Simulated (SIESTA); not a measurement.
Runs of SIESTA 5.4.2 on Au. The cell holds a slab with vacuum, 6 atoms: a = 2.900 Å, b = 2.900 Å, c = 27.200 Å, α = 90.00°, β = 90.00°, γ = 120.00°. The slab is cut from a database's or a generator's crystal, which needn't be the stable form of the element.

```csv
potentials or basis,gap on the mesh (eV),largest force (eV/Å)
"PseudoDojo 0.4 standard (PBE files), TZP (energy shift 0.003 Ry; two zetas on semicore shells)",none,(a)
"PseudoDojo 0.4 standard (PBE files), SZ (energy shift 0.003 Ry)",none,1.45
"PseudoDojo 0.4 standard (PBE files), DZP (energy shift 0.003 Ry; two zetas on semicore shells)",none,0.29
"PseudoDojo 0.4 standard (PBE files), SZP (energy shift 0.003 Ry)",none,0.25
"PseudoDojo 0.4 standard (PBE files), DZDP (energy shift 0.003 Ry; two zetas on semicore shells)",none,0.25
"PseudoDojo 0.4 standard (PBE files), DZ (energy shift 0.003 Ry; two zetas on semicore shells)",none,(b)
"PseudoDojo 0.4 standard (PBE files), TZDP (energy shift 0.003 Ry; two zetas on semicore shells)",none,0.21
```

Alike in all rows: task single point; level PBE; no spin polarisation; cell as given; k mesh 8 × 8 × 1; smearing fermi-dirac 0.05 eV; grid cutoff 800 Ry; energy shift 0.003 Ry.

Question: Estimate the missing entries.

Answer: (a) 0.23; (b) 0.51.

Caveats: the basis of atomic orbitals isn't converged, which shifts pressures, moduli and gaps; the basis has no polarisation orbitals (some runs).

A k mesh can miss the band edges, and the runs leave out spin-orbit coupling on Au.

A gap of «none» marks a metal or a gap under the smearing width.
